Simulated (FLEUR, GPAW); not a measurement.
# Fitting the WC energy curve of Rh

```xyz
1
Lattice="0.0000 1.8979 1.8979 1.8979 0.0000 1.8979 1.8979 1.8979 0.0000" Properties=species:S:1:pos:R:3 pbc="T T T"
Rh    0.0000    0.0000    0.0000
```

The cell was scaled at fixed shape and fractions and run with GPAW, PAW data sets generated for this functional, cutoff 600 eV; WC, k mesh 12 × 12 × 12 on the cell of 1 atom, fermi-dirac occupations of 0.05 eV, no spin polarisation, no spin-orbit coupling. Energies are those that the program minimises, any entropy of the smearing included. For a metal such a mesh isn't converged to the digits shown.

| V (Å³/atom) | energy over the lowest row (meV/atom) |
| --- | --- |
| 12.8512 | 53.12 |
| 13.1246 | ? |
| 13.3981 | 6.07 |
| 13.6715 | 0.00 |
| 13.9449 | 3.80 |
| 14.2183 | 16.31 |
| 14.4918 | 36.52 |

Problem. Fit the third-order Birch-Murnaghan form, give V0, B0 and B′, and predict the energy left open.

Solution. With y = (V0/V)^(2/3), E = E0 + (9 V0 B0/16) [(y - 1)³ B′ + (y - 1)² (6 - 4y)]. Least squares through the rows shown give V0 = 13.6975 Å³/atom, E0 = -0.04 meV, B0 = 285.7 GPa (1 eV/Å³ = 160.218 GPa) and B′ = 5.18, with a largest miss of 0.01 meV. At V = 13.1246 the form with these constants gives 23.29 meV; the run gave 23.28 meV an atom. Other set-ups at this level, from all their volumes (Å³/atom, GPa): FLEUR, all-electron, FLAPW: V0 13.600, B0 292.5. Measured volume: 13.75 Å³/atom at 298.15 K (a printed reference work), so the fit lies -0.4 % from it. The runs are for a static lattice.
